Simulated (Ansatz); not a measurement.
## Phonon spectrum of Pt at 1.02 times its equilibrium volume

These are results of DFT PBE, scalar-relativistic, plane waves, PAW (Ansatz 0.2.0), not measurements. Cutoff 420 eV, 20×20×20 k-points (Γ-centred), Fermi-Dirac smearing of 0.15 eV. No spin polarisation. Phonons by linear response, acoustic sum rule imposed.

The cell, relaxed in shape and atoms at 1.02 times its equilibrium volume:
```yaml
crystal:
  lattice:
    - [0.00000, 2.00029, 2.00029]
    - [2.00029, 0.00000, 2.00029]
    - [2.00029, 2.00029, 0.00000]
  atoms:
    - { symbol: Pt, position: [0.00000, 0.00000, 0.00000] }
```

In a metal, frequencies and elastic constants depend on the k mesh and the smearing, soft modes and shear constants most. Spin–orbit coupling is left out, which can shift energies with elements as heavy as these. The q mesh is coarse, so values between its points are rough.

Force constants from linear response on a 2×2×2 q mesh.

**Question.** Is the structure dynamically stable on the q mesh?

**Answer.** Yes, on this mesh: no mode is imaginary.

**Question.** Give the frequencies (cm⁻¹) at the points of high symmetry.

**Answer.**
```csv
point,q,frequencies
X,0.500 0.000 0.500,113 113 168
U,0.625 0.250 0.625,105 136 156
K,0.375 0.375 0.750,105 136 156
L,0.500 0.500 0.500,83 83 173
W,0.500 0.250 0.750,114 145 145
```

Cost: 1 run of about 1.1 core-minutes, on Intel Xeon Platinum 8488C (Sapphire Rapids) (shared hosts).